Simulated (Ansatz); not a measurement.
## BaO: a fit and a missing row

BaO, Fm-3m, a = 5.544 Å. Ansatz: r2SCAN, PAW, 500 eV, Γ-centred 8×8×8 mesh on 2 atoms, Gaussian smearing 0.02 eV; no spin polarisation. Symmetry fixes shape and atoms, so the cell is only scaled; pressure is positive in compression.

```
V (Å³/atom) P (GPa)
     20.024     5.39
     20.664     2.46
     21.303    -0.01
     21.942        ?
     22.581    -3.88
```

**Question.** Take V0 = 21.303 Å³/atom, count pressures from its P0 = -0.01 GPa, fit the third-order Birch–Murnaghan form to the other rows, and predict the missing pressure.

**Answer.** With the Eulerian strain f = ½[(V0/V)^(2/3) − 1] and y = (P − P0)/[3f(1 + 2f)^(5/2)], the form is the line y = B0 + 1.5 B0 (B0′ − 4) f. Rows (f, y): 0.02107, 77.1; 0.01026, 76.3; -0.01905, 74.6. Means f = 0.004093, y = 76.000; Σ(Δf)² = 0.0008618, ΣΔfΔy = 0.05293; the slope is their ratio. y = 75.75 + 61.41 f GPa, so B0 = 75.8 GPa and B0′ = 4 + 2 × (61.41)/(3 × 75.75) = 4.54. At V = 21.942, f = -0.00976, y = 75.15 and P = -2.10 GPa. The run gave -2.10 GPa, the same to the digits shown.

Cost: 5 runs of about 0.74 core-minutes in all, on Arm Neoverse N1 (shared hosts).